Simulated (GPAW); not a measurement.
Runs of GPAW 26.7.0 on MnO2. The structure is hexagonal, space group P6_3/mmc (No. 194). The conventional cell has a = 2.855 Å, b = 2.855 Å, c = 10.222 Å, α = 90.00°, β = 90.00°, γ = 120.00°. Mn (site symmetry -3m) is surrounded by 6 O at 1.90 Å. O (site symmetry 3m) has 3 Mn at 1.90 Å as nearest neighbours. Measurements of this composition are mostly on another form, of space group No. 136.

```tsv
task	level	potentials or basis	k mesh	cutoff (eV)	smearing	maxiter	band path	band points	ranks	response ecut	mesh quality	gap on the mesh (eV)	pressure (GPa)	moment (μB)	largest force (eV/Å)
band structure	PBEsol	PAW data sets generated in the run's folder for this functional, pw	7 × 7 × 2	800	fermi-dirac 0.05 eV	150	GMKGALHA,LM,KH	100	-	-	not flagged	0.77	0.4	6.00	0.04
single point	PBEsol	PAW data sets generated in the run's folder for this functional, pw	11 × 11 × 3	800	fermi-dirac 0.05 eV	150	-	-	4	-	not flagged	0.77	0.4	6.00	0.04
dielectric tensor	LDA	the program's PAW data sets (release 1.2.1) made for this functional, pw	9 × 9 × 2	600	fermi-dirac 0.001 eV	150	-	-	-	80 eV	not flagged	0.48	-	6.00	-
band structure	LDA	the program's PAW data sets (release 1.2.1) made for this functional, pw	7 × 7 × 2	800	fermi-dirac 0.05 eV	150	GMKGALHA,LM,KH	100	-	-	not flagged	0.49	(a)	6.00	0.53
single point	LDA	the program's PAW data sets (release 1.2.1) made for this functional, pw	9 × 9 × 2	600	fermi-dirac 0.05 eV	120	-	-	-	-	not flagged	0.48	(b)	6.00	0.54
band structure	r2SCAN	GPAW PAW data sets (gpaw-data 1.2.1), pw	7 × 7 × 2	800	fermi-dirac 0.05 eV	150	GMKGALHA,LM,KH	100	4	-	not flagged	(c)	1.9	6.00	0.12
```

Alike in all rows: spin collinear, ferromagnetic start; cell as given.

Task: Fill in the values left out.

Result: (a) -7.2; (b) -12.3; (c) 2.02.

Caveats: only a ferromagnetic start was run, and an antiferromagnetic order may lie lower in energy; an odd mesh through Γ misses points on the zone boundary, where band edges often lie (some runs); the long-wavelength limit can be off by several per cent where d states take part (some runs); the gap is small at this level, which inflates the dielectric constant (some runs); the cutoff is short for stress and forces, so pressures can be off by a GPa or more (some runs); the PAW data sets were made with another functional, which shifts forces and pressure a little (some runs).

Not every run made on this cell is shown here.
